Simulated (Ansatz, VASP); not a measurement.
**Ir in VASP and in Ansatz**

```
Ir
1.0
     0.00000    2.02000    2.02000
     2.02000    0.00000    2.02000
     2.02000    2.02000    0.00000
Ir
1
Direct
  0.00000 0.00000 0.00000
```

Alike in both runs: task single point; functional BLYP; k mesh 22 × 22 × 22; occupations fermi-dirac, width 0.1 eV; no spin polarisation.

```csv
,VASP,Ansatz
version,VASP 6.6.1,Ansatz 0.2.0
potentials or method,"VASP PAW PBE potentials, release 64 (Ir)","plane waves (420 eV) with PAW, scalar-relativistic"
plane-wave cutoff (eV),520,420
valence electrons in the cell,9,17
```

|  | VASP | Ansatz | Ansatz less VASP |
| --- | --- | --- | --- |
| pressure (GPa) | -16.7 | -18.3 | -1.69 |

The two sets of potentials don't hold the same shells in valence.

Caveats: so large a pressure means that the cell lies far from this level's equilibrium, or that cutoff or potentials fall short (VASP); the potentials were made for another functional, which shifts forces and pressure (VASP). Spin-orbit coupling is left out, which matters for the levels of Ir.
